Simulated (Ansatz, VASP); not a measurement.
**One calculation of Mg2Ge, two programs**

```xyz
3
Lattice="0.0000 3.2110 3.2110 3.2110 0.0000 3.2110 3.2110 3.2110 0.0000" Properties=species:S:1:pos:R:3 pbc="T T T"
Mg    1.6055    1.6055    1.6055
Mg    4.8164    4.8164    4.8164
Ge    0.0000    0.0000    0.0000
```

Alike in both runs: functional PBE; k mesh 10 × 10 × 10; occupations gaussian, width 0.01 eV; no spin polarisation.

Ansatz relaxed the structure, and its values are those at the end. VASP's run is a single point on that final structure, the one shown.

|  | VASP | Ansatz |
| --- | --- | --- |
| version | VASP 6.6.1 | Ansatz 0.2.0 |
| potentials or method | VASP PAW PBE potentials, release 64 (Mg, Ge_d) | scalar-relativistic, plane waves, PAW |
| plane-wave cutoff (eV) | 520 | 420 |
| valence electrons in the cell | 18 | 34 |

VASP gave:

* gap on the k mesh at the Fermi level (eV): 0.16
* least direct gap on the mesh (eV): 0.94
* pressure (GPa): -0.1

Task: Which values does Ansatz return?

Result: gap on the k mesh at the Fermi level (eV): 0.17; least direct gap on the mesh (eV): 0.95; pressure (GPa): 0.0.

The two sets of potentials don't hold the same shells in valence.

A k mesh can miss the band edges.
